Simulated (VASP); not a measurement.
# GaAs (F-43m) in VASP: G0W0 quasiparticle levels with PBEsol

Aim: the G0W0 quasiparticle levels of GaAs with PBEsol.

All numbers are computed with VASP 6.6.1; they aren't measurements. Logs are shortened: lines on timing, memory, paths and dates and some standing lists are left out, and cuts for length are marked.

**What was measured.**

From “Evidence of valence band perturbations in GaAsN/GaAs(001): A combined variable-angle spectroscopic ellipsometry and modulated photoreflectance investigation”, 2008, arxiv:0805.2212, for a bulk crystal of GaAs at 300 K: band gap 1.412 ± 0.01 eV (direct).

The results are compared with them further down.

## (1) The structure

The structure is cubic, space group F-43m (No. 216). The conventional cell has a = 5.654 Å, b = 5.654 Å, c = 5.654 Å, α = 90.00°, β = 90.00°, γ = 90.00°. Ga (site symmetry -43m) has 4 As at 2.45 Å as nearest neighbours. As (site symmetry -43m) is surrounded by 4 Ga at 2.45 Å.

## (2) G0W0 quasiparticle levels, PBEsol

POSCAR

```
GaAs
1.0
    0.0000000000      2.8268500000      2.8268500000
    2.8268500000      0.0000000000      2.8268500000
    2.8268500000      2.8268500000      0.0000000000
Ga As
1 1
Direct
    0.0000000000      0.0000000000      0.0000000000
    0.2500000000      0.2500000000      0.2500000000
```

INCAR.step1

```
ALGO = Fast
EDIFF = 1E-8
ENCUT = 450
GGA = PS
ISMEAR = 0
KPAR = 8
LASPH = T
LCHARG = F
LREAL = F
LWAVE = T
NELM = 80
PREC = Accurate
SIGMA = 0.01
```

INCAR.step2

```
ALGO = Exact
EDIFF = 1E-8
ENCUT = 450
GGA = PS
ISMEAR = 0
ISTART = 1
KPAR = 8
LASPH = T
LCHARG = F
LOPTICS = T
LREAL = F
LWAVE = T
NBANDS = 229
NELM = 1
PREC = Accurate
SIGMA = 0.01
```

INCAR.step3

```
ALGO = EVGW0
EDIFF = 1E-8
ENCUT = 450
ENCUTGW = 230
GGA = PS
ISMEAR = 0
ISTART = 1
KPAR = 8
LASPH = T
LCHARG = F
LREAL = F
LWAVE = F
NBANDS = 229
NBANDSGW = 17
NELMGW = 1
NOMEGA = 50
PREC = Accurate
PRECFOCK = Fast
SIGMA = 0.01
```

KPOINTS

```
k-points
0
Gamma
  5 5 5
```

Potentials or basis: VASP PAW PBE potentials, release 64 (Ga_d_GW, As_GW).

The run is started by

```
$ cat potpaw_PBE.64/Ga_d_GW/POTCAR potpaw_PBE.64/As_GW/POTCAR > POTCAR
$ cp INCAR.step1 INCAR
$ mpirun -np 8 vasp_std > vasp.out
$ cp INCAR.step2 INCAR
$ mpirun -np 8 vasp_std > vasp.out
$ cp INCAR.step3 INCAR
$ mpirun -np 8 vasp_std > vasp.out
```

OUTCAR:

```text
EDIFF = 1E-8
   ENCUT = 450
   ENCUTGW = 230
   GGA = PS
   ISMEAR = 0
   ISTART = 1
   LASPH = T
   LREAL = F
   NELMGW = 1
   PREC = Accurate
   PRECFOCK = Fast

 ion  position               nearest neighbor table
   1  0.000  0.000  0.000-   2 2.45   2 2.45   2 2.45   2 2.45
   2  0.250  0.250  0.250-   1 2.45   1 2.45   1 2.45   1 2.45

  LATTYP: Found a face centered cubic cell.
 ALAT       =     5.6537000000

  Lattice vectors:

 A1 = (   0.0000000000,   2.8268500000,   2.8268500000)
 A2 = (   2.8268500000,   0.0000000000,   2.8268500000)
 A3 = (   2.8268500000,   2.8268500000,   0.0000000000)

Analysis of symmetry for initial positions (statically):
=====================================================================
 Subroutine PRICEL returns:
 Original cell was already a primitive cell.

 Routine SETGRP: Setting up the symmetry group for a
 face centered cubic supercell.

 Subroutine GETGRP returns: Found 24 space group operations
 (whereof 24 operations were pure point group operations)
 out of a pool of 48 trial point group operations.

The static configuration has the point symmetry T_d .

Analysis of symmetry for dynamics (positions and initial velocities):
=====================================================================
 Subroutine PRICEL returns:
 Original cell was already a primitive cell.

 Routine SETGRP: Setting up the symmetry group for a
 face centered cubic supercell.

 Subroutine GETGRP returns: Found 24 space group operations
 (whereof 24 operations were pure point group operations)
 out of a pool of 48 trial point group operations.

The dynamic configuration has the point symmetry T_d .

 Subroutine INISYM returns: Found 24 space group operations
 (whereof 24 operations are pure point group operations),
 and found     1 'primitive' translations

----------------------------------------------------------------------------------------

                                     Primitive cell

  volume of cell :      45.1792

  direct lattice vectors                    reciprocal lattice vectors
     0.000000000  2.826850000  2.826850000    -0.176875321  0.176875321  0.176875321
     2.826850000  0.000000000  2.826850000     0.176875321 -0.176875321  0.176875321
     2.826850000  2.826850000  0.000000000     0.176875321  0.176875321 -0.176875321

  length of vectors
     3.997769609  3.997769609  3.997769609     0.306357042  0.306357042  0.306357042

  position of ions in fractional coordinates (direct lattice)
     0.000000000  0.000000000  0.000000000
     0.250000000  0.250000000  0.250000000

  ion indices of the primitive-cell ions
   primitive index   ion index
                 1           1
                 2           2

----------------------------------------------------------------------------------------

 KPOINTS: k-points

Automatic generation of k-mesh.
 Grid dimensions read from file:
 generate k-points for:    5    5    5

 Generating k-lattice:

  Cartesian coordinates                     Fractional coordinates (reciprocal lattice)
    -0.035375064  0.035375064  0.035375064     0.200000000  0.000000000  0.000000000
     0.035375064 -0.035375064  0.035375064     0.000000000  0.200000000  0.000000000
     0.035375064  0.035375064 -0.035375064     0.000000000  0.000000000  0.200000000

  Length of vectors
     0.061271408  0.061271408  0.061271408

  Shift w.r.t. Gamma in fractional coordinates (k-lattice)
     0.000000000  0.000000000  0.000000000

 Subroutine IBZKPT returns following result:
 ===========================================

 Found     10 irreducible k-points:

 Following reciprocal coordinates:
            Coordinates               Weight
  0.000000  0.000000  0.000000      1.000000
  0.200000  0.000000  0.000000      8.000000
  0.400000  0.000000  0.000000      8.000000
  0.200000  0.200000  0.000000      6.000000
  0.400000  0.200000  0.000000     24.000000
 -0.400000  0.200000  0.000000     24.000000
 -0.200000  0.200000  0.000000     12.000000
  0.400000  0.400000  0.000000      6.000000
 -0.400000  0.400000  0.000000     12.000000
 -0.400000  0.400000  0.200000     24.000000
   k-points           NKPTS =     10   k-points in BZ     NKDIM =    125   number of bands    NBANDS=    229
   number of dos      NEDOS =    301   number of ions     NIONS =      2
   total plane-waves  NPLWV =  21952
   dimension x,y,z NGX =    28 NGY =   28 NGZ =   28
   dimension x,y,z NGXF=    56 NGYF=   56 NGZF=   56
   ions per type =               1   1
   NGX,Y,Z   is equivalent  to a cutoff of  11.64, 11.64, 11.64 a.u.
   NGXF,Y,Z  is equivalent  to a cutoff of  23.29, 23.29, 23.29 a.u.
 SYSTEM =  unknown system
   PREC   = accura    normal or accurate (medium, high low for compatibility)
   ISTART =      1    job   : 0-new  1-cont  2-samecut
   ICHARG =      0    charge: 1-file 2-atom 10-const
   ISPIN  =      1    spin polarized calculation?
   LNONCOLLINEAR =      F non collinear calculations
   LSORBIT =      F    spin-orbit coupling
   LASPH  =      T    aspherical Exc in radial PAW
   ENCUT  =  450.0 eV  33.07 Ry    5.75 a.u.   6.91  6.91  6.91*2*pi/ulx,y,z
   NELM   =     60;   NELMIN=  2; NELMDL=  0     # of ELM steps
   EDIFF  = 0.1E-07   stopping-criterion for ELM
   LREAL  =      F    real-space projection
   EDIFFG = 0.1E-06   stopping-criterion for IOM
   NSW    =      0    number of steps for IOM
   IBRION =     -1    ionic relax: 0-MD 1-quasi-New 2-CG
   NFREE  =      0    steps in history (QN), initial steepest desc. (CG)
   ISIF   =      0    stress and relaxation
   ISYM   =      3    0-nonsym 1-usesym 2-fastsym
   POTIM  = 0.5000    time-step for ionic-motion
   TEBEG  =    0.0;   TEEND  =   0.0 temperature during run
   PSTRESS=    0.0 pullay stress
   NELECT =      18.0000    total number of electrons
   NUPDOWN=      -1.0000    fix difference up-down
   EMIN   =  10.00;   EMAX   =-10.00  energy-range for DOS
   EFERMI =   0.00;   METHOD = LEGACY
   ISMEAR =     0;   SIGMA  =   0.01  broadening in eV -4-tet -1-fermi 0-gaus
   EFERMI_NEDOS =   21; number of points for ismear=-14 and -15
   IALGO  =     38    algorithm
   IMIX   =      4    mixing-type and parameters
     AMIX     =   0.40;   BMIX     =  1.00
     AMIX_MAG =   1.60;   BMIX_MAG =  1.00
  volume/ion in A,a.u.               =      22.59       152.44
  Fermi-wavevector in a.u.,A,eV,Ry     =   1.204628  2.276417 19.743799  1.451128
  Thomas-Fermi vector in A             =   2.340347
   LORBIT       =      0    0 simple, 1 ext, 2 COOP (PROOUT), +10 PAW based schemes
   GGA     = PS    functional components
   LHFCALC =     T    Hartree Fock is set to
   PRECFOCK=fast      Normal, Fast or Accurate (Low or Medium for compatibility)
   ENCUT4O =  -1.0   cutoff for four orbital integrals eV
   NKREDX  =     1    reduce k-point grid by
   NKREDY  =     1    reduce k-point grid by
   NKREDZ  =     1    reduce k-point grid by
   AEXX    =    1.0000 exact exchange contribution
   HFSCREEN=    0.0000 screening length (either q_TF or 0.3 A-1)
   HFSCREENC=   0.0000 screening length for correlation (either q_TF or 0.3 A-1)
   ENCUTFOCK=  -1.0 apply spherical cutoff to Coloumb kernel
   IVDW    =     0    specifies the selected vdW correction
   LEPSILON=     F    determine dielectric tensor
   LRPA    =     F    only Hartree local field effects (RPA)
   LRPAFORCE           =     F    calculate RPA forces
   ENCUTGW             = 230.0    cutoff for response function in eV
   ENCUTGWSOFT         = 184.0    soft cutoff for Coulomb kernel in GW response function in eV
   ENCUTLF             =  -1.0    cutoff for local field effects
   NELMGW              =     1    number of iterations in solving QP/BSE equation
   NELMHF              =     1    number of iterations in the inner HF iteration
   NKREDLFX            =     1    NKREDLFY  =   1   NKREDLFZ  =   1
 non-spin polarized calculation
 Gauss-broadening in eV      SIGMA  =   0.01
  energy-cutoff  :      450.00
  volume of cell :       45.18
 maximum number of plane-waves:       990
  NGX = 16; NGY = 16; NGZ = 16
   NGX = 13   NGY = 13   NGZ = 13
 maximum number of plane-waves:       362

 QP shifts <psi_nk| G(iteration)W_0 |psi_nk>: iteration 1
 for sc-GW calculations column KS-energies equals QP-energies in previous step
 and V_xc(KS)=  KS-energies - (<T + V_ion + V_H > + <T+V_H+V_ion>^1  + <V_x>^1)

 k-point   1 :       0.0000    0.0000    0.0000
  band No.  KS-energies  QP-energies   sigma(KS)   V_xc(KS)     V^pw_x(r,r')   Z            occupation Imag(sigma)

      1     -11.0659     -13.0890     -24.7217     -21.6750     -35.0047       0.6640       2.0000      -0.1666
      2     -11.0659     -13.0890     -24.7217     -21.6750     -35.0047       0.6640       2.0000      -0.1666
      3     -11.0659     -13.0890     -24.7217     -21.6750     -35.0047       0.6640       2.0000      -0.1666
      4     -10.9866     -13.0352     -24.8524     -21.7768     -35.1194       0.6661       2.0000      -0.1973
      5     -10.9866     -13.0352     -24.8524     -21.7768     -35.1194       0.6661       2.0000      -0.1973
      6      -9.0161      -9.4166     -11.8850     -11.2456     -18.0923       0.6263       2.0000       0.3822
[... 9 lines left out ...]
     16      13.8166      13.7883      -9.9752      -9.9372      -4.5034       0.7462       0.0000      -0.4361
     17      15.1411      15.1068      -8.0237      -7.9777      -2.2447       0.7459       0.0000      -0.4865

 k-point   2 :       0.2000    0.0000    0.0000
  band No.  KS-energies  QP-energies   sigma(KS)   V_xc(KS)     V^pw_x(r,r')   Z            occupation Imag(sigma)

      1     -11.0968     -13.0893     -24.5044     -21.5007     -34.7390       0.6634       2.0000      -0.1559
      2     -11.0578     -13.0818     -24.7384     -21.6911     -35.0245       0.6642       2.0000      -0.1674
      3     -11.0578     -13.0818     -24.7384     -21.6911     -35.0245       0.6642       2.0000      -0.1674
      4     -10.9867     -13.0326     -24.8505     -21.7763     -35.1195       0.6655       2.0000      -0.1972
      5     -10.9867     -13.0326     -24.8505     -21.7763     -35.1195       0.6655       2.0000      -0.1972
      6      -8.5583      -8.9984     -12.1935     -11.5047     -18.2674       0.6388       2.0000       0.3670
[... 9 lines left out ...]
     16      12.6284      12.6353      -8.1812      -8.1904      -2.5676       0.7472       0.0000      -0.4338
     17      14.6612      14.6616      -8.4209      -8.4213      -2.6106       0.7493       0.0000      -0.5265

 k-point   3 :       0.4000    0.0000    0.0000
  band No.  KS-energies  QP-energies   sigma(KS)   V_xc(KS)     V^pw_x(r,r')   Z            occupation Imag(sigma)

      1     -11.1396     -13.1002     -24.2790     -21.3215     -34.4652       0.6629       2.0000      -0.1427
      2     -11.0477     -13.0739     -24.7568     -21.7071     -35.0431       0.6644       2.0000      -0.1694
      3     -11.0477     -13.0739     -24.7568     -21.7071     -35.0431       0.6644       2.0000      -0.1694
      4     -10.9837     -13.0313     -24.8579     -21.7861     -35.1343       0.6666       2.0000      -0.1962
      5     -10.9837     -13.0313     -24.8579     -21.7861     -35.1343       0.6666       2.0000      -0.1962
      6      -7.5047      -7.9856     -12.7676     -12.0490     -18.5007       0.6693       2.0000       0.3227
[... 9 lines left out ...]
     16      14.2177      14.2033      -9.6746      -9.6551      -3.8769       0.7422       0.0000      -0.5205
     17      17.1658      17.3422     -10.1253     -10.3659      -3.4213       0.7330       0.0000      -0.8621

 k-point   4 :       0.2000    0.2000    0.0000
  band No.  KS-energies  QP-energies   sigma(KS)   V_xc(KS)     V^pw_x(r,r')   Z            occupation Imag(sigma)

      1     -11.1125     -13.0953     -24.4511     -21.4607     -34.6780       0.6630       2.0000      -0.1527
      2     -11.0493     -13.0767     -24.7604     -21.7090     -35.0496       0.6644       2.0000      -0.1688
      3     -11.0493     -13.0767     -24.7604     -21.7090     -35.0496       0.6644       2.0000      -0.1688
      4     -10.9943     -13.0354     -24.8240     -21.7530     -35.0865       0.6646       2.0000      -0.1948
      5     -10.9821     -13.0307     -24.8599     -21.7860     -35.1324       0.6664       2.0000      -0.1985
      6      -8.4051      -8.8511     -12.2485     -11.5568     -18.2722       0.6447       2.0000       0.3626
[... 79 lines left out ...]
      2     -11.0213     -13.0613     -24.8271     -21.7689     -35.1279       0.6671       2.0000      -0.1725
      3     -11.0213     -13.0613     -24.8271     -21.7689     -35.1279       0.6671       2.0000      -0.1725
      4     -11.0098     -13.0408     -24.7695     -21.7074     -35.0237       0.6632       2.0000      -0.1902
      5     -10.9749     -13.0241     -24.8704     -21.8007     -35.1518       0.6676       2.0000      -0.1990
      6      -6.9240      -7.3756     -12.8324     -12.1664     -18.3639       0.6781       2.0000       0.3263
[... 9 lines left out ...]
     16      17.2860      17.4381      -9.8004     -10.0072      -3.2349       0.7353       0.0000      -0.8102
     17      18.2380      18.1975     -10.2980     -10.2437      -3.8336       0.7435       0.0000      -0.8786

 k-point   9 :      -0.4000    0.4000    0.0000
  band No.  KS-energies  QP-energies   sigma(KS)   V_xc(KS)     V^pw_x(r,r')   Z            occupation Imag(sigma)

      1     -11.1700     -13.1125     -24.2209     -21.2813     -34.4043       0.6608       2.0000      -0.1388
      2     -11.0269     -13.0632     -24.8010     -21.7430     -35.0923       0.6659       2.0000      -0.1732
      3     -11.0209     -13.0593     -24.8243     -21.7700     -35.1260       0.6674       2.0000      -0.1727
      4     -11.0041     -13.0397     -24.7995     -21.7334     -35.0625       0.6639       2.0000      -0.1921
      5     -10.9779     -13.0261     -24.8625     -21.7935     -35.1418       0.6674       2.0000      -0.1982
      6      -6.4896      -6.9287     -13.1372     -12.4932     -18.5493       0.6820       2.0000       0.3152
[... 9 lines left out ...]
     16      17.5257      17.6575     -10.4154     -10.5946      -3.6151       0.7353       0.0000      -0.9202
     17      19.2880      19.2541     -10.1859     -10.1397      -3.4083       0.7348       0.0000      -0.9445

 k-point  10 :      -0.4000    0.4000    0.2000
  band No.  KS-energies  QP-energies   sigma(KS)   V_xc(KS)     V^pw_x(r,r')   Z            occupation Imag(sigma)

      1     -11.1610     -13.1049     -24.2321     -21.2933     -34.4183       0.6615       2.0000      -0.1393
      2     -11.0360     -13.0730     -24.7904     -21.7338     -35.0810       0.6664       2.0000      -0.1732
      3     -11.0250     -13.0610     -24.8055     -21.7503     -35.1014       0.6664       2.0000      -0.1719
      4     -10.9977     -13.0348     -24.8168     -21.7505     -35.0835       0.6644       2.0000      -0.1940
      5     -10.9815     -13.0264     -24.8535     -21.7855     -35.1300       0.6665       2.0000      -0.1973
      6      -6.7142      -7.1687     -13.0386     -12.3692     -18.5153       0.6790       2.0000       0.3061
[... 9 lines left out ...]
     16      17.5438      17.6376      -9.9770     -10.1044      -3.3206       0.7361       0.0000      -0.8629
     17      18.0142      18.0062      -9.1391      -9.1283      -2.7554       0.7436       0.0000      -0.7599
```

Wall time 1.7 min (8 MPI ranks of Intel Xeon Platinum 8488C (Sapphire Rapids), shared host); peak memory 0.82 GiB.

What came out:

```yaml
Band_gap_on_the_k_mesh_mean-field_level: 0.44 eV, direct
Quasiparticle_gap: 1.29 eV
Least_direct_quasiparticle_gap: 1.29 eV
```

Levels at points of the mesh, in eV from the valence-band top:
```csv
k point,band 6,band 7,band 8,band 9,band 10,band 11,band 12,band 13
"(0.00, 0.00, 0.00)",-12.75,0.00,0.00,0.00,0.44,3.68,3.68,3.68
```

Caveat: bands, screening cutoff and mesh are small and nothing is extrapolated, so the quasiparticle values aren't converged.

## (3) Comparison with measurements

Step 2. Against the measured gap of GaAs, 1.412 eV (direct; 300 K; “Evidence of valence band perturbations in GaAsN/GaAs(001): A combined variable-angle spectroscopic ellipsometry and modulated photoreflectance investigation”, 2008, arxiv:0805.2212), the calculated 1.29 eV is off by -0.12 eV. 3 values of this kind are on record (1.412 to 1.51 eV); this one was drawn at random among those near their median, those with a stated uncertainty first. Spin-orbit coupling on As, Ga is left out. The value is that of G0W0 on PBEsol, without temperature or zero-point motion.
